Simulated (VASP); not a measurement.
# Bi (R-3m) in VASP: a series of runs

The runs below take Bi through relaxation of cell and atoms, single point, with PBEsol.

All numbers are computed with VASP 6.6.1; they aren't measurements. Logs are shortened: lines on timing, memory, paths and dates and some standing lists are left out, and cuts for length are marked.

## Step 1: The crystal as given

The structure is trigonal, space group R-3m (No. 166). The conventional cell has a = 4.535 Å, b = 4.535 Å, c = 11.814 Å, α = 90.00°, β = 90.00°, γ = 120.00°. Around Bi (site symmetry 3m) lie 6 Bi at 3.06 to 3.52 Å.

## Step 2: Relaxation of cell and atoms, PBEsol

INCAR reads:

```
SYSTEM = Bi
PREC = Accurate
ENCUT = 300
EDIFF = 1E-7
ISMEAR = 0
SIGMA = 0.1
LREAL = .False.
LASPH = .True.
NELM = 100
ALGO = Normal
ISIF = 3
LWAVE = .False.
LCHARG = .False.
GGA = PS
IBRION = 2
NSW = 90
EDIFFG = -0.005
```

KPOINTS reads:

```
Automatic mesh
0
Gamma
  12 12 12
  0 0 0
```

POSCAR reads:

```
Bi
1.0
    2.2675000000      1.3091417400      3.9380000000
   -2.2675000000      1.3091417400      3.9380000000
    0.0000000000     -2.6182834700      3.9380000000
Bi
2
Direct
    0.2340000000      0.2340000000      0.2340000000
    0.7660000000      0.7660000000      0.7660000000
```

Potentials or basis: VASP PAW PBE potentials, release 64 (Bi_d).

Launch:

```console
$ cat potpaw_PBE.64/Bi_d/POTCAR > POTCAR
$ mpirun -np 1 vasp_std > vasp.out
```

OUTCAR:

```text
SYSTEM = Bi
   PREC = Accurate
   ENCUT = 300
   EDIFF = 1E-7
   ISMEAR = 0
   LREAL = .False.
   LASPH = .True.
   NELM = 100
   ISIF = 3
   GGA = PS
   IBRION = 2
   NSW = 90
   EDIFFG = -0.005

 ion  position               nearest neighbor table
   1  0.234  0.234  0.234-   2 3.06   2 3.06   2 3.06   2 3.52   2 3.52   2 3.52
   2  0.766  0.766  0.766-   1 3.06   1 3.06   1 3.06   1 3.52   1 3.52   1 3.52

  LATTYP: Found a trigonal (rhomboedric) cell.
 ALAT       =     4.7289800534
 COS(alpha) =     0.5401781297

  Lattice vectors:

 A1 = (   2.2675000000,   1.3091417400,   3.9380000000)
 A2 = (  -2.2675000000,   1.3091417400,   3.9380000000)
 A3 = (   0.0000000000,  -2.6182834700,   3.9380000000)

Analysis of symmetry for initial positions (statically):
=====================================================================
 Subroutine PRICEL returns:
 Original cell was already a primitive cell.

 Routine SETGRP: Setting up the symmetry group for a
 trigonal (rhombohedral) supercell.

 Subroutine GETGRP returns: Found 12 space group operations
 (whereof 12 operations were pure point group operations)
 out of a pool of 12 trial point group operations.

The static configuration has the point symmetry D_3d.

Analysis of symmetry for dynamics (positions and initial velocities):
=====================================================================
 Subroutine PRICEL returns:
 Original cell was already a primitive cell.

 Routine SETGRP: Setting up the symmetry group for a
 trigonal (rhombohedral) supercell.

 Subroutine GETGRP returns: Found 12 space group operations
 (whereof 12 operations were pure point group operations)
 out of a pool of 12 trial point group operations.

The dynamic configuration has the point symmetry D_3d.

 Subroutine INISYM returns: Found 12 space group operations
 (whereof 12 operations are pure point group operations),
 and found     1 'primitive' translations

----------------------------------------------------------------------------------------

                                     Primitive cell

  volume of cell :      70.1392

  direct lattice vectors                    reciprocal lattice vectors
     2.267500000  1.309141740  3.938000000     0.220507166  0.127309872  0.084645336
    -2.267500000  1.309141740  3.938000000    -0.220507166  0.127309872  0.084645336
     0.000000000 -2.618283470  3.938000000     0.000000000 -0.254619744  0.084645336

  length of vectors
     4.728980053  4.728980053  4.728980052     0.268320791  0.268320791  0.268320791

  position of ions in fractional coordinates (direct lattice)
     0.234000000  0.234000000  0.234000000
     0.766000000  0.766000000  0.766000000

  ion indices of the primitive-cell ions
   primitive index   ion index
                 1           1
                 2           2

----------------------------------------------------------------------------------------

 KPOINTS: Automatic mesh

Automatic generation of k-mesh.
 Grid dimensions read from file:
 generate k-points for:   12   12   12

 Generating k-lattice:

  Cartesian coordinates                     Fractional coordinates (reciprocal lattice)
     0.018375597  0.010609156  0.007053778     0.083333333  0.000000000  0.000000000
    -0.018375597  0.010609156  0.007053778     0.000000000  0.083333333  0.000000000
     0.000000000 -0.021218312  0.007053778     0.000000000  0.000000000  0.083333333

  Length of vectors
     0.022360066  0.022360066  0.022360066

  Shift w.r.t. Gamma in fractional coordinates (k-lattice)
     0.000000000  0.000000000  0.000000000

 Subroutine IBZKPT returns following result:
 ===========================================

 Found    189 irreducible k-points:

 Following reciprocal coordinates:
            Coordinates               Weight
  0.000000  0.000000  0.000000      1.000000
  0.083333  0.000000 -0.000000      6.000000
  0.166667  0.000000  0.000000      6.000000
  0.250000  0.000000  0.000000      6.000000
  0.333333  0.000000  0.000000      6.000000
  0.416667  0.000000 -0.000000      6.000000
[... 16 lines left out ...]
  0.500000  0.166667  0.000000     12.000000
 -0.416667  0.166667  0.000000     12.000000
 [... further k-points ...]
   k-points           NKPTS =    189   k-points in BZ     NKDIM =    189   number of bands    NBANDS=     19
   number of dos      NEDOS =    301   number of ions     NIONS =      2
   total plane-waves  NPLWV =  21952
   dimension x,y,z NGX =    28 NGY =   28 NGZ =   28
   dimension x,y,z NGXF=    56 NGYF=   56 NGZF=   56
   ions per type =               2
   NGX,Y,Z   is equivalent  to a cutoff of   9.84,  9.84,  9.84 a.u.
   NGXF,Y,Z  is equivalent  to a cutoff of  19.69, 19.69, 19.69 a.u.
 SYSTEM =  Bi
   PREC   = accura    normal or accurate (medium, high low for compatibility)
   ISTART =      0    job   : 0-new  1-cont  2-samecut
   ICHARG =      2    charge: 1-file 2-atom 10-const
   ISPIN  =      1    spin polarized calculation?
   LNONCOLLINEAR =      F non collinear calculations
   LSORBIT =      F    spin-orbit coupling
   LASPH  =      T    aspherical Exc in radial PAW
   ENCUT  =  300.0 eV  22.05 Ry    4.70 a.u.   6.68  6.68  6.68*2*pi/ulx,y,z
   NELM   =    100;   NELMIN=  2; NELMDL= -5     # of ELM steps
   EDIFF  = 0.1E-06   stopping-criterion for ELM
   LREAL  =      F    real-space projection
   EDIFFG = -.5E-02   stopping-criterion for IOM
   NSW    =     90    number of steps for IOM
   IBRION =      2    ionic relax: 0-MD 1-quasi-New 2-CG
   NFREE  =      1    steps in history (QN), initial steepest desc. (CG)
   ISIF   =      3    stress and relaxation
   ISYM   =      2    0-nonsym 1-usesym 2-fastsym
   POTIM  = 0.5000    time-step for ionic-motion
   TEBEG  =    0.0;   TEEND  =   0.0 temperature during run
   PSTRESS=    0.0 pullay stress
   NELECT =      30.0000    total number of electrons
   NUPDOWN=      -1.0000    fix difference up-down
   EMIN   =  10.00;   EMAX   =-10.00  energy-range for DOS
   EFERMI =   0.00;   METHOD = LEGACY
   ISMEAR =     0;   SIGMA  =   0.10  broadening in eV -4-tet -1-fermi 0-gaus
   EFERMI_NEDOS =   21; number of points for ismear=-14 and -15
   IALGO  =     38    algorithm
   IMIX   =      4    mixing-type and parameters
     AMIX     =   0.40;   BMIX     =  1.00
     AMIX_MAG =   1.60;   BMIX_MAG =  1.00
  volume/ion in A,a.u.               =      35.07       236.66
  Fermi-wavevector in a.u.,A,eV,Ry     =   1.233469  2.330919 20.700530  1.521446
  Thomas-Fermi vector in A             =   2.368198
   LORBIT       =      0    0 simple, 1 ext, 2 COOP (PROOUT), +10 PAW based schemes
   GGA     = PS    functional components
   LHFCALC =     F    Hartree Fock is set to
   AEXX    =    0.0000 exact exchange contribution
   IVDW    =     0    specifies the selected vdW correction
   LEPSILON=     F    determine dielectric tensor
   LRPA    =     F    only Hartree local field effects (RPA)
 conjugate gradient relaxation of ions
 non-spin polarized calculation
 Gauss-broadening in eV      SIGMA  =   0.10
  energy-cutoff  :      300.00
  volume of cell :       70.14
 maximum number of plane-waves:       842
   NGX = 13   NGY = 13   NGZ = 13

--------------------------------------- Ionic step        1  -------------------------------------------

 number of electron      30.0000016 magnetization

 Free energy of the ion-electron system (eV)
  ---------------------------------------------------
  ext. energy  EPLUGINS =         0.00000000
  ---------------------------------------------------
  free energy    TOTEN  =        -8.60072241 eV

  energy without entropy =       -8.59956971  energy(sigma->0) =       -8.60014606

------------------------ aborting loop because EDIFF is reached ----------------------------------------

  FORCE on cell =-STRESS in cart. coord.  units (eV):
  Direction    XX          YY          ZZ          XY          YZ          ZX
  --------------------------------------------------------------------------------------
  -------------------------------------------------------------------------------------
  Total       -0.3319151     -0.3319151     -0.2847414     -0.0000000     -0.0000000      0.0000000
  in kB       -7.5818767     -7.5818767     -6.5042950     -0.0000000     -0.0000000      0.0000000
  external PRESSURE =      -7.2226828 kB  Pullay stress =       0.0000000 kB
[... 89 lines left out ...]
  FREE ENERGIE OF THE ION-ELECTRON SYSTEM (eV)
  ---------------------------------------------------
  free  energy   TOTEN  =        -8.6061442617 eV

  energy  without entropy=       -8.6049524825  energy(sigma->0) =       -8.60554837

[... ionic steps 4 to 9 ...]

--------------------------------------- Ionic step       10  -------------------------------------------

 number of electron      30.0000006 magnetization

------------------------ aborting loop because EDIFF is reached ----------------------------------------

  FORCE on cell =-STRESS in cart. coord.  units (eV):
  Direction    XX          YY          ZZ          XY          YZ          ZX
  --------------------------------------------------------------------------------------
  -------------------------------------------------------------------------------------
  Total        0.0044303      0.0044303      0.0011598      0.0000000      0.0000000      0.0000000
  in kB        0.1045595      0.1045595      0.0273712      0.0000000      0.0000000      0.0000000
  external PRESSURE =       0.0788301 kB  Pullay stress =       0.0000000 kB
[... 57 lines left out ...]
  energy  without entropy=       -8.6114467942  energy(sigma->0) =       -8.61205037

--------------------------------------- Ionic step       12  -------------------------------------------

 number of electron      30.0000003 magnetization

 Free energy of the ion-electron system (eV)
  ---------------------------------------------------
  ext. energy  EPLUGINS =         0.00000000
  ---------------------------------------------------
  free energy    TOTEN  =        -8.61266552 eV

  energy without entropy =       -8.61145540  energy(sigma->0) =       -8.61206046

 E-fermi :   6.5803     XC(G=0):  -9.8822

 val. band max:        6.5713001476   @ k =   0.4167   0.0833   0.0833
 cond. band min:       6.6548747922   @ k =   0.4167   0.0000  -0.0000
 fundamental gap:      0.0835746446
 Fermi energy:         6.5802705129

 k-point     1 :       0.0000    0.0000    0.0000
  band No.  band energies     occupation
      1     -16.2982      2.00000
      2     -16.2982      2.00000
      3     -16.1351      2.00000
      4     -16.1351      2.00000
      5     -16.1243      2.00000
      6     -15.9333      2.00000
[... 11 lines left out ...]
     18       9.6718      0.00000
     19      12.0740      0.00000
[... 489 lines left out ...]
      3     -16.0810      2.00000
      4     -16.0637      2.00000
      5     -16.0428      2.00000
      6     -16.0271      2.00000
[... 11 lines left out ...]
     18       9.9025      0.00000
     19      13.4322      0.00000

 [... further k-points ...]
[... 5 lines left out ...]
  --------------------------------------------------------------------------------------
  -------------------------------------------------------------------------------------
  Total        0.0001992      0.0001992      0.0044491      0.0000000      0.0000000      0.0000000
  in kB        0.0047057      0.0047057      0.1050803      0.0000000      0.0000000      0.0000000
  external PRESSURE =       0.0381639 kB  Pullay stress =       0.0000000 kB
[... 17 lines left out ...]
  FREE ENERGIE OF THE ION-ELECTRON SYSTEM (eV)
  ---------------------------------------------------
  free  energy   TOTEN  =        -8.6126655184 eV

  energy  without entropy=       -8.6114554035  energy(sigma->0) =       -8.61206046

 reached required accuracy - stopping structural energy minimisation
```

Run time: 5.4 min. Hardware: 1 thread of Intel Xeon 6975P-C (Granite Rapids), shared host; peak memory 0.23 GiB.

What came out:

- Free energy: -8.6127 eV
- Relaxed volume: 33.92 Å³/atom
- Relaxed cell: a = 4.645 Å, b = 4.645 Å, c = 4.645 Å, α = 58.14°, β = 58.14°, γ = 58.14°
- Space group after relaxing (to 0.05 Å): R-3m (No. 166)
- Energy gained by relaxing: 6.0 meV/atom
- Ionic steps: 12
- Pressure after relaxing: 0.0 GPa
- Band gap on the k mesh: none (metal or under the smearing width)

Forces in eV/Å, atoms in the order of the input:
```
Bi   0.000  0.000  0.002
Bi   0.000  0.000 -0.002
```

The path:
| step | energy change (eV) | largest force (eV/Å) | pressure (GPa) | volume (Å³) |
| --- | --- | --- | --- | --- |
| 1 | 0.0000 | 0.1590 | -0.72 | 70.14 |
| 2 | -0.0054 | 0.1992 | 0.21 | 68.55 |
| 3 | -0.0054 | 0.2030 | 0.31 | 68.39 |
| 4 | -0.0095 | 0.0960 | 0.16 | 68.18 |
| 5 | -0.0109 | 0.0043 | 0.04 | 67.96 |
| 6 | -0.0115 | 0.0040 | -0.06 | 68.04 |
| 7 | -0.0118 | 0.0038 | -0.17 | 68.13 |
| 8 | -0.0118 | 0.0298 | 0.18 | 67.65 |
| 9 | -0.0119 | 0.0132 | 0.00 | 67.89 |
| 10 | -0.0119 | 0.0134 | 0.01 | 67.89 |
| 11 | -0.0119 | 0.0083 | 0.01 | 67.87 |
| 12 | -0.0119 | 0.0022 | 0.00 | 67.84 |

Final structure:
```cif
data_structure
_symmetry_space_group_name_H-M 'P 1'
_symmetry_Int_Tables_number 1
_cell_length_a 4.6449
_cell_length_b 4.6449
_cell_length_c 4.6449
_cell_angle_alpha 58.136
_cell_angle_beta 58.136
_cell_angle_gamma 58.136
_cell_volume 67.84
loop_
_atom_site_label
_atom_site_type_symbol
_atom_site_fract_x
_atom_site_fract_y
_atom_site_fract_z
_atom_site_occupancy
Bi1 Bi 0.23750 0.23750 0.23750 1
Bi2 Bi 0.76250 0.76250 0.76250 1
```

Caveat: the cutoff is under 1.25 times the usual one of these potentials, so pressure, stress and relaxed cells hold a basis-set (Pulay) error; the PAW data sets were made with another functional, which shifts forces and pressure a little; spin-orbit coupling is left out, which moves the levels of the heavy elements.

## Step 3: Relaxation of cell and atoms, PBEsol

Edit INCAR of step 2 so:

```diff
@@ -2,3 +2,3 @@
 PREC = Accurate
-ENCUT = 300
+ENCUT = 600
 EDIFF = 1E-7
```

KPOINTS reads:

```
Automatic mesh
0
Gamma
  6 6 6
  0 0 0
```

POSCAR is that of step 2.

Potentials or basis: VASP PAW PBE potentials, release 64 (Bi_d).

Launch:

```console
$ cat potpaw_PBE.64/Bi_d/POTCAR > POTCAR
$ mpirun -np 1 vasp_std > vasp.out
```

OUTCAR:

```text
SYSTEM = Bi
   PREC = Accurate
   ENCUT = 600
   EDIFF = 1E-7
   ISMEAR = 0
   LREAL = .False.
   LASPH = .True.
   NELM = 100
   ISIF = 3
   GGA = PS
   IBRION = 2
   NSW = 90
   EDIFFG = -0.005

 ion  position               nearest neighbor table
   1  0.234  0.234  0.234-   2 3.06   2 3.06   2 3.06   2 3.52   2 3.52   2 3.52
   2  0.766  0.766  0.766-   1 3.06   1 3.06   1 3.06   1 3.52   1 3.52   1 3.52

  LATTYP: Found a trigonal (rhomboedric) cell.
 ALAT       =     4.7289800534
 COS(alpha) =     0.5401781297

  Lattice vectors:

 A1 = (   2.2675000000,   1.3091417400,   3.9380000000)
 A2 = (  -2.2675000000,   1.3091417400,   3.9380000000)
 A3 = (   0.0000000000,  -2.6182834700,   3.9380000000)

[... 428 lines left out ...]

 number of electron      30.0000002 magnetization

 Free energy of the ion-electron system (eV)
  ---------------------------------------------------
  ext. energy  EPLUGINS =         0.00000000
  ---------------------------------------------------
  free energy    TOTEN  =        -8.62660702 eV

  energy without entropy =       -8.62425050  energy(sigma->0) =       -8.62542876

 E-fermi :   6.2538     XC(G=0):  -9.7661

 val. band max:        6.2309276715   @ k =  -0.3333   0.5000   0.3333
 cond. band min:       6.7715925397   @ k =   0.5000   0.0000   0.0000
 fundamental gap:      0.5406648682
 Fermi energy:         6.2538263984

 k-point     1 :       0.0000    0.0000    0.0000
  band No.  band energies     occupation
      1     -16.5504      2.00000
      2     -16.5504      2.00000
      3     -16.3929      2.00000
      4     -16.3929      2.00000
      5     -16.3795      2.00000
      6     -16.2011      2.00000
[... 505 lines left out ...]
      6     -16.2765      2.00000
[... 11 lines left out ...]
     18      11.9902      0.00000
     19      12.4147      0.00000

 [... further k-points ...]
[... 5 lines left out ...]
  --------------------------------------------------------------------------------------
  -------------------------------------------------------------------------------------
  Total       -0.0004262     -0.0004262     -0.0043689      0.0000000     -0.0000000      0.0000000
  in kB       -0.0098378     -0.0098378     -0.1008412      0.0000000     -0.0000000      0.0000000
  external PRESSURE =      -0.0401722 kB  Pullay stress =       0.0000000 kB
[... 17 lines left out ...]
  FREE ENERGIE OF THE ION-ELECTRON SYSTEM (eV)
  ---------------------------------------------------
  free  energy   TOTEN  =        -8.6266070208 eV

  energy  without entropy=       -8.6242504962  energy(sigma->0) =       -8.62542876

 reached required accuracy - stopping structural energy minimisation
```

OSZICAR:

```text
N       E                     dE             d eps       ncg     rms          rms(c)
DAV:   1     0.301554758378E+03    0.30155E+03   -0.17952E+04  1216   0.208E+03
DAV:   2     0.164586006360E+02   -0.28510E+03   -0.28098E+03  1222   0.476E+02
DAV:   3    -0.773221855618E+01   -0.24191E+02   -0.23736E+02  1442   0.160E+02
[... 64 lines left out ...]
DAV:   3    -0.862660026142E+01    0.11947E-03   -0.24110E-04  1704   0.307E-01    0.729E-03
DAV:   4    -0.862660667769E+01   -0.64163E-05   -0.72324E-05  1306   0.113E-01    0.435E-03
DAV:   5    -0.862660724502E+01   -0.56733E-06   -0.43124E-06  1643   0.267E-02    0.148E-03
DAV:   6    -0.862660700970E+01    0.23532E-06   -0.56971E-07  1314   0.111E-02    0.786E-04
DAV:   7    -0.862660702076E+01   -0.11063E-07   -0.57509E-08   614   0.429E-03
   8 F= -.86266070E+01 E0= -.86254288E+01  d E =-.389054E-04
```

Wall time 2 min (1 thread of Intel Xeon 6975P-C (Granite Rapids), shared host); peak memory 0.27 GiB.

Results:

- Free energy: -8.6266 eV
- Relaxed volume: 34.71 Å³/atom
- Relaxed cell: a = 4.713 Å, b = 4.713 Å, c = 4.713 Å, α = 57.29°, β = 57.29°, γ = 57.29°
- Space group after relaxing (to 0.05 Å): R-3m (No. 166)
- Energy gained by relaxing: 0.7 meV/atom
- Ionic steps: 8
- Pressure after relaxing: 0.0 GPa
- Band gap on the k mesh: none (metal or under the smearing width)

Step by step:
```csv
step,energy change (eV),largest force (eV/Å),pressure (GPa),volume (Å³)
1,0.0000,0.0528,-0.31,70.14
2,-0.0007,0.0714,0.14,69.45
3,-0.0007,0.0698,0.08,69.53
4,-0.0012,0.0343,0.04,69.49
5,-0.0013,0.0000,-0.01,69.45
6,-0.0013,0.0028,-0.01,69.45
7,-0.0013,0.0016,0.00,69.44
8,-0.0013,0.0002,0.00,69.41
```

Final structure:
```yaml
crystal:
  lattice:
    - [2.25944, 1.30449, 3.92509]
    - [-2.25944, 1.30449, 3.92509]
    - [0.00000, -2.60897, 3.92509]
  atoms:
    - { symbol: Bi, position: [0.23493, 0.23493, 0.23493] }
    - { symbol: Bi, position: [0.76507, 0.76507, 0.76507] }
```

Caveat: the PAW data sets were made with another functional, which shifts forces and pressure a little; spin-orbit coupling is left out, which moves the levels of the heavy elements.

[end of part 1 of 2]
